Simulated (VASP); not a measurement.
# MgO (Fm-3m) in VASP: convergence with k mesh

Aim: find how far k mesh must go before the results for MgO settle, at PBE. This setting moves, with any that are tied to it; all else stays.

Program: VASP 6.6.1. These are calculated values, not measurements. Logs are shortened: lines on timing, memory, paths and dates and some standing lists are left out, and cuts for length are marked.

### 1 Starting point

Symmetry: Fm-3m, No. 225, cubic system. The conventional cell has a = 4.194 Å, b = 4.194 Å, c = 4.194 Å, α = 90.00°, β = 90.00°, γ = 90.00°. Mg (site symmetry m-3m) is surrounded by 6 O at 2.10 Å. O (site symmetry m-3m) is surrounded by 6 Mg at 2.10 Å.

The cell is a database's computed one.

### 2 With k mesh 2 × 2 × 2

POSCAR

```
MgO
1.0
    0.0000000000      2.0970013927      2.0970013927
    2.0970013927      0.0000000000      2.0970013927
    2.0970013927      2.0970013927      0.0000000000
Mg O
1 1
Direct
    0.0000000000      0.0000000000      0.0000000000
    0.5000000000      0.5000000000      0.5000000000
```

INCAR.step1

```
SYSTEM = MgO
PREC = Accurate
ENCUT = 450
EDIFF = 1E-8
ISMEAR = 0
SIGMA = 0.01
LREAL = .FALSE.
LASPH = .TRUE.
NELM = 80
ALGO = Fast
LWAVE = .TRUE.
LCHARG = .FALSE.
GGA = PE
```

INCAR.step2

```
SYSTEM = MgO
PREC = Accurate
ENCUT = 450
EDIFF = 1E-8
ISMEAR = 0
SIGMA = 0.01
LREAL = .FALSE.
LASPH = .TRUE.
NELM = 1
ALGO = Exact
LWAVE = .TRUE.
LCHARG = .FALSE.
GGA = PE
NBANDS = 104
LOPTICS = .TRUE.
ISTART = 1
```

INCAR.step3

```
SYSTEM = MgO
PREC = Accurate
ENCUT = 450
EDIFF = 1E-8
ISMEAR = 0
SIGMA = 0.01
LREAL = .FALSE.
LASPH = .TRUE.
ALGO = EVGW0
LWAVE = .FALSE.
LCHARG = .FALSE.
GGA = PE
NELMGW = 1
NBANDS = 104
ENCUTGW = 120
NOMEGA = 48
PRECFOCK = Fast
ISTART = 1
NBANDSGW = 12
```

KPOINTS

```
Automatic mesh
0
G
  2 2 2
  0 0 0
```

Potentials or basis: VASP PAW PBE potentials, release 64 (Mg_GW, O_GW).

Run with:

```bash
$ cat potpaw_PBE.64/Mg_GW/POTCAR potpaw_PBE.64/O_GW/POTCAR > POTCAR
$ cp INCAR.step1 INCAR
$ mpirun -np 1 vasp_std > vasp.out
$ cp INCAR.step2 INCAR
$ mpirun -np 1 vasp_std > vasp.out
$ cp INCAR.step3 INCAR
$ mpirun -np 1 vasp_std > vasp.out
```

It used 9.2 s of CPU time on 1 thread of Intel(R) Xeon(R) Platinum 8559C (Emerald Rapids), on a shared host, which was overloaded at the time.

What came out:

| Quantity | Value |
| --- | --- |
| Band gap on the k mesh, mean-field level | 4.60 eV, direct |
| Quasiparticle gap | 6.56 eV |
| Least direct quasiparticle gap | 6.56 eV |

### 3 With k mesh 3 × 3 × 3

POSCAR is that of step 2.

INCAR.step1 is that of step 2.

INCAR.step2 is that of step 2.

INCAR.step3 is that of step 2.

KPOINTS

```
Automatic mesh
0
G
  3 3 3
  0 0 0
```

Potentials or basis: VASP PAW PBE potentials, release 64 (Mg_GW, O_GW).

Run with:

```bash
$ cat potpaw_PBE.64/Mg_GW/POTCAR potpaw_PBE.64/O_GW/POTCAR > POTCAR
$ cp INCAR.step1 INCAR
$ mpirun -np 1 vasp_std > vasp.out
$ cp INCAR.step2 INCAR
$ mpirun -np 1 vasp_std > vasp.out
$ cp INCAR.step3 INCAR
$ mpirun -np 1 vasp_std > vasp.out
```

It used 9.9 s of CPU time on 1 thread of Intel(R) Xeon(R) Platinum 8559C (Emerald Rapids), with other jobs on the host, which was overloaded at the time.

What came out:

| Item | Value |
| --- | --- |
| Band gap on the k mesh, mean-field level | 4.81 eV, direct |
| Quasiparticle gap | 7.19 eV |
| Least direct quasiparticle gap | 7.19 eV |

### 4 With k mesh 4 × 4 × 4

POSCAR is that of step 3.

INCAR.step1 is that of step 3.

INCAR.step2 is that of step 3.

INCAR.step3 is that of step 3.

KPOINTS

```
Automatic mesh
0
G
  4 4 4
  0 0 0
```

Run with:

```bash
$ cat potpaw_PBE.64/Mg_GW/POTCAR potpaw_PBE.64/O_GW/POTCAR > POTCAR
$ cp INCAR.step1 INCAR
$ mpirun -np 1 vasp_std > vasp.out
$ cp INCAR.step2 INCAR
$ mpirun -np 1 vasp_std > vasp.out
$ cp INCAR.step3 INCAR
$ mpirun -np 1 vasp_std > vasp.out
```

It used 24 s of CPU time on 1 thread of Intel(R) Xeon(R) Platinum 8559C (Emerald Rapids) (shared host), which was overloaded at the time.

What came out:

```yaml
Band_gap_on_the_k_mesh_mean-field_level: 4.84 eV, direct
Quasiparticle_gap: 7.32 eV
Least_direct_quasiparticle_gap: 7.32 eV
```

### 5 With k mesh 5 × 5 × 5

POSCAR is that of step 4.

INCAR.step1 is that of step 4.

INCAR.step2 is that of step 4.

INCAR.step3 is that of step 4.

KPOINTS

```
Automatic mesh
0
G
  5 5 5
  0 0 0
```

Run with:

```bash
$ cat potpaw_PBE.64/Mg_GW/POTCAR potpaw_PBE.64/O_GW/POTCAR > POTCAR
$ cp INCAR.step1 INCAR
$ mpirun -np 1 vasp_std > vasp.out
$ cp INCAR.step2 INCAR
$ mpirun -np 1 vasp_std > vasp.out
$ cp INCAR.step3 INCAR
$ mpirun -np 1 vasp_std > vasp.out
```

Run time: 65 s. Hardware: 1 thread of Intel Xeon Platinum 8559C (Emerald Rapids), shared host; peak memory 0.23 GiB.

What came out:

```
Band gap on the k mesh, mean-field level : 4.85 eV, direct
Quasiparticle gap                        : 7.34 eV
Least direct quasiparticle gap           : 7.34 eV
```

### 6 With k mesh 6 × 6 × 6

POSCAR is that of step 5.

INCAR.step1 is that of step 5.

INCAR.step2 is that of step 5.

INCAR.step3 is that of step 5.

KPOINTS

```
Automatic mesh
0
G
  6 6 6
  0 0 0
```

Potentials or basis: VASP PAW PBE potentials, release 64 (Mg_GW, O_GW).

Run with:

```bash
$ cat potpaw_PBE.64/Mg_GW/POTCAR potpaw_PBE.64/O_GW/POTCAR > POTCAR
$ cp INCAR.step1 INCAR
$ mpirun -np 1 vasp_std > vasp.out
$ cp INCAR.step2 INCAR
$ mpirun -np 1 vasp_std > vasp.out
$ cp INCAR.step3 INCAR
$ mpirun -np 1 vasp_std > vasp.out
```

OUTCAR:

```text
SYSTEM = MgO
   PREC = Accurate
   ENCUT = 450
   EDIFF = 1E-8
   ISMEAR = 0
   LREAL = .FALSE.
   LASPH = .TRUE.
   GGA = PE
   NELMGW = 1
   ENCUTGW = 120
   PRECFOCK = Fast
   ISTART = 1

 ion  position               nearest neighbor table
   1  0.000  0.000  0.000-   2 2.10   2 2.10   2 2.10   2 2.10   2 2.10   2 2.10
   2  0.500  0.500  0.500-   1 2.10   1 2.10   1 2.10   1 2.10   1 2.10   1 2.10

  LATTYP: Found a face centered cubic cell.
 ALAT       =     4.1940027854

  Lattice vectors:

 A1 = (   0.0000000000,   2.0970013927,   2.0970013927)
 A2 = (   2.0970013927,   0.0000000000,   2.0970013927)
 A3 = (   2.0970013927,   2.0970013927,   0.0000000000)

Analysis of symmetry for initial positions (statically):
=====================================================================
 Subroutine PRICEL returns:
 Original cell was already a primitive cell.

 Routine SETGRP: Setting up the symmetry group for a
 face centered cubic supercell.

 Subroutine GETGRP returns: Found 48 space group operations
 (whereof 48 operations were pure point group operations)
 out of a pool of 48 trial point group operations.

The static configuration has the point symmetry O_h .

Analysis of symmetry for dynamics (positions and initial velocities):
=====================================================================
 Subroutine PRICEL returns:
 Original cell was already a primitive cell.

 Routine SETGRP: Setting up the symmetry group for a
 face centered cubic supercell.

 Subroutine GETGRP returns: Found 48 space group operations
 (whereof 48 operations were pure point group operations)
 out of a pool of 48 trial point group operations.

The dynamic configuration has the point symmetry O_h .

 Subroutine INISYM returns: Found 48 space group operations
 (whereof 48 operations are pure point group operations),
 and found     1 'primitive' translations

----------------------------------------------------------------------------------------

                                     Primitive cell

  volume of cell :      18.4428
[... 70 lines left out ...]
 SYSTEM =  MgO
   PREC   = accura    normal or accurate (medium, high low for compatibility)
   ISTART =      1    job   : 0-new  1-cont  2-samecut
   ICHARG =      0    charge: 1-file 2-atom 10-const
   ISPIN  =      1    spin polarized calculation?
   LNONCOLLINEAR =      F non collinear calculations
   LSORBIT =      F    spin-orbit coupling
   LASPH  =      T    aspherical Exc in radial PAW
   ENCUT  =  450.0 eV  33.07 Ry    5.75 a.u.   5.13  5.13  5.13*2*pi/ulx,y,z
   NELM   =     60;   NELMIN=  2; NELMDL=  0     # of ELM steps
   EDIFF  = 0.1E-07   stopping-criterion for ELM
   LREAL  =      F    real-space projection
   EDIFFG = 0.1E-06   stopping-criterion for IOM
   NSW    =      0    number of steps for IOM
   IBRION =     -1    ionic relax: 0-MD 1-quasi-New 2-CG
   NFREE  =      0    steps in history (QN), initial steepest desc. (CG)
   ISIF   =      0    stress and relaxation
   ISYM   =      3    0-nonsym 1-usesym 2-fastsym
   POTIM  = 0.5000    time-step for ionic-motion
   TEBEG  =    0.0;   TEEND  =   0.0 temperature during run
   PSTRESS=    0.0 pullay stress
   NELECT =       8.0000    total number of electrons
   NUPDOWN=      -1.0000    fix difference up-down
   EMIN   =  10.00;   EMAX   =-10.00  energy-range for DOS
   EFERMI =   0.00;   METHOD = LEGACY
   ISMEAR =     0;   SIGMA  =   0.01  broadening in eV -4-tet -1-fermi 0-gaus
   EFERMI_NEDOS =   21; number of points for ismear=-14 and -15
   IALGO  =     38    algorithm
   IMIX   =      4    mixing-type and parameters
     AMIX     =   0.40;   BMIX     =  1.00
     AMIX_MAG =   1.60;   BMIX_MAG =  1.00
  volume/ion in A,a.u.               =       9.22        62.23
  Fermi-wavevector in a.u.,A,eV,Ry     =   1.239261  2.341864 20.895389  1.535768
  Thomas-Fermi vector in A             =   2.373752
   LORBIT       =      0    0 simple, 1 ext, 2 COOP (PROOUT), +10 PAW based schemes
   GGA     = PE    functional components
   LHFCALC =     T    Hartree Fock is set to
   PRECFOCK=fast      Normal, Fast or Accurate (Low or Medium for compatibility)
   ENCUT4O =  -1.0   cutoff for four orbital integrals eV
   NKREDX  =     1    reduce k-point grid by
   NKREDY  =     1    reduce k-point grid by
   NKREDZ  =     1    reduce k-point grid by
   AEXX    =    1.0000 exact exchange contribution
   HFSCREEN=    0.0000 screening length (either q_TF or 0.3 A-1)
   HFSCREENC=   0.0000 screening length for correlation (either q_TF or 0.3 A-1)
   ENCUTFOCK=  -1.0 apply spherical cutoff to Coloumb kernel
   IVDW    =     0    specifies the selected vdW correction
   LEPSILON=     F    determine dielectric tensor
   LRPA    =     F    only Hartree local field effects (RPA)
   LRPAFORCE           =     F    calculate RPA forces
   ENCUTGW             = 120.0    cutoff for response function in eV
   ENCUTGWSOFT         =  96.0    soft cutoff for Coulomb kernel in GW response function in eV
   ENCUTLF             =  -1.0    cutoff for local field effects
   NELMGW              =     1    number of iterations in solving QP/BSE equation
   NELMHF              =     1    number of iterations in the inner HF iteration
   NKREDLFX            =     1    NKREDLFY  =   1   NKREDLFZ  =   1
 non-spin polarized calculation
 Gauss-broadening in eV      SIGMA  =   0.01
  energy-cutoff  :      450.00
  volume of cell :       18.44
 maximum number of plane-waves:       411
 NGX is ok and might be reduce to    24
  NGX = 12; NGY = 12; NGZ = 12
   NGX = 11   NGY = 11   NGZ = 11
 maximum number of plane-waves:        64

 QP shifts <psi_nk| G(iteration)W_0 |psi_nk>: iteration 1
 for sc-GW calculations column KS-energies equals QP-energies in previous step
 and V_xc(KS)=  KS-energies - (<T + V_ion + V_H > + <T+V_H+V_ion>^1  + <V_x>^1)

 k-point   1 :       0.0000    0.0000    0.0000
  band No.  KS-energies  QP-energies   sigma(KS)   V_xc(KS)     V^pw_x(r,r')   Z            occupation Imag(sigma)

      1     -14.0524     -16.2494     -21.2402     -18.1166     -29.9151       0.7034       2.0000       1.1450
      2       3.2820       1.9900     -21.3987     -19.7599     -25.2682       0.7884       2.0000       0.1148
      3       3.2820       1.9900     -21.3987     -19.7599     -25.2682       0.7884       2.0000       0.1148
      4       3.2820       1.9900     -21.3987     -19.7599     -25.2682       0.7884       2.0000       0.1148
      5       8.1337       9.3264     -10.8397     -12.2584      -7.4751       0.8408       0.0000      -0.0463
      6      19.1621      20.3807      -7.6253      -9.0920      -3.1089       0.8308       0.0000      -0.1095
      7      19.1621      20.3807      -7.6253      -9.0920      -3.1089       0.8308       0.0000      -0.1095
      8      19.1621      20.3807      -7.6253      -9.0920      -3.1089       0.8308       0.0000      -0.1095
      9      23.1115      23.5341      -7.4159      -7.9638      -1.6944       0.7712       0.0000      -0.4699
     10      24.9015      26.4261      -8.0580      -9.9064      -3.2777       0.8248       0.0000      -0.1787
     11      24.9015      26.4261      -8.0580      -9.9064      -3.2777       0.8248       0.0000      -0.1787
     12      27.5745      29.0712      -7.6344      -9.5158      -1.8768       0.7955       0.0000      -0.4894
[... 228 lines left out ...]
      1     -12.4295     -14.6586     -22.8947     -19.8599     -31.3990       0.7345       2.0000       1.0191
      2      -0.3232      -2.1604     -18.0409     -15.6550     -22.1435       0.7700       2.0000       0.1408
      3       1.0108      -0.6659     -19.0886     -16.9363     -23.0673       0.7790       2.0000       0.1256
      4       1.5930       0.0216     -19.7214     -17.7085     -23.6970       0.7807       2.0000       0.1220
      5      13.8906      15.1764      -9.4510     -10.9983      -5.4027       0.8310       0.0000      -0.0745
      6      14.8398      16.4131      -8.8763     -10.7603      -4.7778       0.8350       0.0000      -0.0731
      7      15.8739      17.6293     -12.0222     -14.2367      -7.5597       0.7927       0.0000      -0.0970
      8      19.9146      21.4611      -9.1958     -11.1243      -4.1745       0.8019       0.0000      -0.1809
      9      23.5926      25.1171      -9.4280     -11.3756      -3.8331       0.7828       0.0000      -0.3384
     10      28.0737      29.3042      -8.0027      -9.5198      -2.3704       0.8111       0.0000      -0.5923
     11      29.6702      31.5749      -8.9083     -11.1534      -3.5831       0.8484       0.0000      -0.6241
     12      31.8451      33.8239      -9.5413     -11.8715      -3.7492       0.8492       0.0000      -0.8360
```

Run time: 2.5 min. Hardware: 1 thread of Intel Xeon Platinum 8559C (Emerald Rapids), shared host; peak memory 0.34 GiB.

Results:

```
Band gap on the k mesh, mean-field level : 4.85 eV, direct
Quasiparticle gap                        : 7.34 eV
Least direct quasiparticle gap           : 7.34 eV
```

### 7 Result

| k mesh | gap on the mesh (eV) | quasiparticle gap at the points computed (eV) | CPU time (s) | peak memory (GiB) |
| --- | --- | --- | --- | --- |
| 2 × 2 × 2 | 4.603 | 6.562 | 9.2 | 0.13 |
| 3 × 3 × 3 | 4.809 | 7.187 | 9.9 | 0.14 |
| 4 × 4 × 4 | 4.844 | 7.323 | 24 | 0.18 |
| 5 × 5 × 5 | 4.850 | 7.339 | 47 | 0.23 |
| 6 × 6 × 6 | 4.852 | 7.336 | 130 | 0.34 |

Against the tightest run, the gap on the mesh stays within 0.01 eV from 4 × 4 × 4 on; the quasiparticle gap at the points computed stays within 0.05 eV from 4 × 4 × 4 on. Meshes of other sizes hit other points, so gaps and Fermi surfaces needn't settle smoothly. The tightest run that finished is the yardstick and may itself not be fully converged.

Caveats: all runs use coarse meshes; bands, screening cutoff and mesh are small and nothing is extrapolated, so the quasiparticle values aren't converged.
